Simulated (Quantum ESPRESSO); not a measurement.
Crystal: Ru.

```xyz
2
Lattice="2.7058 0.0000 0.0000 -1.3529 2.3433 0.0000 0.0000 0.0000 4.2819" Properties=species:S:1:pos:R:3 pbc="T T T"
Ru    1.3529    0.7811    3.2114
Ru    0.0000    1.5622    1.0705
```

Base run:

* Program: Quantum ESPRESSO 7.5
* Functional: PBEsol
* Potentials or basis: PseudoDojo 0.4.1 SR PBEsol standard
* Cutoff: 1143 eV
* Density cutoff: 4572 eV
* k mesh: 11 × 11 × 6
* Occupations: fermi-dirac, width 0.05 eV
* Spin: no spin polarisation

Its results: band gap on the k mesh none (metal or under the smearing width); pressure -5.6 GPa.

Task: The run is repeated on the same cell with these changes: potentials or basis from PseudoDojo 0.4.1 SR PBEsol standard to PseudoDojo 0.4 FR PBEsol standard; spin from no spin polarisation to spin-orbit coupling, no magnetisation. What comes out?

Result: Band gap on the k mesh none (metal or under the smearing width); pressure -5.0 GPa.
